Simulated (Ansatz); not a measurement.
# Lead, dhcp under RPBE: from relaxation to bulk modulus

What does RPBE give for lead in the dhcp structure? We relax it, solve it on a dense k-mesh, then scale the cell to 7 volumes from 88 to 112 % of the relaxed one and try a fit of the equation of state. Spin polarisation is left out. The k-meshes are 10×10×3 for the relaxation; 13×13×4 for the dense run; 11×11×3 for the volumes.

Program: Ansatz 0.2.0. Level of theory: DFT RPBE, plane waves (420 eV) with PAW, scalar-relativistic; the PAW data stem from PBE, with regenerated cores. These are calculated values, not measurements.

### 1 The starting structure

It takes space group P6_3/mmc (No. 194, hexagonal). Conventional cell: a = 3.501 Å, b = 3.501 Å, c = 11.433 Å, α = 90.00°, β = 90.00°, γ = 120.00°. Pb (site symmetry -3m) has 12 Pb at 3.50 Å as nearest neighbours. Pb (site symmetry -6m2) is surrounded by 12 Pb at 3.50 Å.

Coordinates:

```cif
data_structure
_symmetry_space_group_name_H-M 'P6_3/mmc'
_symmetry_Int_Tables_number 194
_cell_length_a 3.5005
_cell_length_b 3.5005
_cell_length_c 11.4327
_cell_angle_alpha 90.000
_cell_angle_beta 90.000
_cell_angle_gamma 120.000
_cell_volume 121.32
loop_
_atom_site_label
_atom_site_type_symbol
_atom_site_symmetry_multiplicity
_atom_site_Wyckoff_symbol
_atom_site_fract_x
_atom_site_fract_y
_atom_site_fract_z
_atom_site_occupancy
Pb1 Pb 2 a 0.00000 0.00000 0.00000 1
Pb2 Pb 2 c 0.33333 0.66667 0.25000 1
```

### 2 Relaxing cell and atoms

The input, input.yaml:

```yaml
crystal:
  lattice:
    - [3.5005272341, 0.0, 0.0]
    - [-1.7502636171, 3.0315455114, 0.0]
    - [0.0, 0.0, 11.4327219467]
  atoms:
    - { symbol: Pb, position: [0.0, 0.0, 0.0] }
    - { symbol: Pb, position: [0.0, 0.0, 0.5] }
    - { symbol: Pb, position: [0.3333333333, 0.6666666667, 0.25] }
    - { symbol: Pb, position: [0.6666666667, 0.3333333333, 0.75] }
hamiltonian:
  xc: rpbe
  pseudopotentials:
    kind: paw
    azcp:
      Pb: "pseudopotentials/Pb.paw.azcp"
basis:
  ecutwfc: 420
  fft_grid_basis: typed
kpoints:
  mp_grid: { grid: [10, 10, 3], shift: [0, 0, 0] }
magnetization:
  spin_polarized: false
scf:
  occupations: { method: fermi_dirac, width: 0.1 }
relax:
  max_steps: 60
  f_tol: 0.01
  cell: {}
```

On the command line:

```bash
$ ansatz run input.yaml --threads 2 --pin off --max-ram 5120MiB --backend cpu --events-out ev --progress --plain --runs-dir out
```

After this run come: The energy on a finer k-mesh; Volume × 0.88; Volume × 0.92; Volume × 0.96; Volume × 1.0; Volume × 1.04; Volume × 1.08; Volume × 1.12.

What does the calculation give? Wanted: space group; conventional cell; volume; shortest distance; gap on the mesh; relative to fcc; V₀, B₀, B₀′.

As calculated:

```
                      quantity                                    value
space group (spins left aside)                       P6_3/mmc (No. 194)
             conventional cell  a = 3.621 Å, c = 11.699 Å (c/a = 3.231)
                        volume                           33.212 Å³/atom
             shortest distance                                  3.595 Å
               gap on the mesh             none (levels filled in part)
               relative to fcc                              +5 meV/atom
                   V₀, B₀, B₀′              33.149 Å³/atom, 34 GPa, 4.8
```

The relaxation enlarged the cell by 9.5 % in volume. It lies 5 meV/atom above the element's reference form at the same level (fcc, from a run of its own). No gap shows: it is a metal or semimetal at this level. The fitted modulus is 34 GPa; letting shape and positions relax at each volume could only lower it. Relaxation kept the symmetry; phonons were not checked.
